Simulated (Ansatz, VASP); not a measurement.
Two plane-wave programs on Zn2Si2N

Contents of INCAR:

```
  PREC = Accurate
  ENCUT = 520
  EDIFF = 1E-6
  ISMEAR = 0
  SIGMA = 0.1
  LREAL = False
  LASPH = True
  NELM = 80
  ALGO = Normal
  ISIF = 2
  LWAVE = False
  LCHARG = False
  GGA = PE
  NBANDS = 26
```

The input KPOINTS:

```
Automatic mesh
0
Gamma
  6 6 4
```

Contents of POSCAR:

```
Zn2Si2N
1.0
    4.0952851300      0.0000000000      0.0000000000
   -2.0476425700      3.5466209600      0.0000000000
    0.0000000000      0.0000000000      5.4977870500
Zn Si N
2 2 1
Direct
    0.6666666700      0.3333333300      0.3043193900
    0.6666666700      0.3333333300      0.6956806100
    0.3333333300      0.6666666700      0.5000000000
    0.6666666700      0.3333333300      0.0000000000
    0.3333333300      0.6666666700      0.0000000000
```

Input for Ansatz:

```yaml
crystal:
  lattice:
    - [4.09528513, 0.0, 0.0]
    - [-2.04764257, 3.54662096, 0.0]
    - [0.0, 0.0, 5.49778705]
  atoms:
    - { symbol: Zn, position: [0.66666667, 0.33333333, 0.30431939] }
    - { symbol: Zn, position: [0.66666667, 0.33333333, 0.69568061] }
    - { symbol: Si, position: [0.33333333, 0.66666667, 0.5] }
    - { symbol: Si, position: [0.66666667, 0.33333333, 0.0] }
    - { symbol: "N", position: [0.33333333, 0.66666667, 0.0] }
basis:
  ecutwfc: 420
kpoints:
  mp_grid: { grid: [6, 6, 4] }
hamiltonian:
  xc: pbe
scf:
  occupations: { method: gaussian, width: 0.1 }
  lower_state_search: "off"
output:
  forces: true
  stress: true
  eigenvalues: true
```

Alike in both runs: task single point; functional PBE; k mesh 6 × 6 × 4; occupations gaussian, width 0.1 eV; no spin polarisation.

```csv
,VASP,Ansatz
version,VASP 6.6.1,Ansatz 0.2.0
potentials or method,"VASP PAW PBE potentials, release 64 (Zn, Si, N)","scalar-relativistic, plane waves, PAW"
plane-wave cutoff (eV),520,420
valence electrons in the cell,37,37
```

Ansatz gave:

| Property | Result |
| --- | --- |
| gap on the k mesh at the Fermi level (eV) | none |
| rms of the force components (eV/Å) | 6.356 |

Task: What did VASP give for the same quantities?

Result: gap on the k mesh at the Fermi level (eV): none; rms of the force components (eV/Å): 6.619.

Atom by atom the forces differ by 0.263 eV/Å (rms over components). A gap of «none» marks a metal or a gap that the smearing closes. The functional is the same, so the differences come from potentials, cutoffs and numerics.

Caveats: forces of over 1 eV/Å show positions far from the minimum, so gaps and moduli don't describe the material at rest.
